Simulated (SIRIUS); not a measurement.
Fe in SIRIUS: convergence with gk cutoff

Crystal: Fe.

```xyz
1
Lattice="-1.4430 1.4430 1.4430 1.4430 -1.4430 1.4430 1.4430 1.4430 -1.4430" Properties=species:S:1:pos:R:3 pbc="T T T"
Fe    0.0000    0.0000    0.0000
```

- Program: SIRIUS 7.12.0
- Task: convergence study
- Functional: LDA
- Potentials or basis: all-electron FP-LAPW
- Cutoff: 59 eV
- Basis: apw+lo standard
- k mesh: 13 × 13 × 13
- Occupations: fermi-dirac, width 0.05 eV
- Spin: collinear spin, ferromagnetic start
- Starting moments: [3.0] μB

These are the settings of the first run; the series varies gk cutoff, with any setting tied to it.

Hardware: 1 thread of Arm Neoverse V2 (shared host).

The values tried are 2.09 1/bohr, 2.47 1/bohr, 2.84 1/bohr, 3.22 1/bohr, 3.6 1/bohr, 3.98 1/bohr, 4.36 1/bohr, loosest first. From which on does the largest site moment stay within 0.02 μB of the tightest run that finished?

From 2.84 1/bohr on.

| gk cutoff | energy less the tightest run, at zero smearing (meV/atom) | largest site moment (μB) | SCF cycles | CPU time (s) | peak memory (GiB) |
| --- | --- | --- | --- | --- | --- |
| 2.09 1/bohr | 2619.33 | 2.10 | 15 | 31 | 0.42 |
| 2.47 1/bohr | 1042.75 | 2.19 | 10 | 23 | 0.42 |
| 2.84 1/bohr | 345.67 | 2.23 | 10 | 24 | 0.43 |
| 3.22 1/bohr | 91.99 | 2.22 | 9 | 24 | 0.44 |
| 3.6 1/bohr | 22.41 | 2.23 | 8 | 24 | 0.45 |
| 3.98 1/bohr | 4.81 | 2.23 | 9 | 30 | 0.52 |
| 4.36 1/bohr | 0.00 | 2.23 | 9 | 38 | 0.61 |

Not settled before the last step: the energy (to 1 meV/atom). The tightest run that finished is the yardstick and may itself not be fully converged.
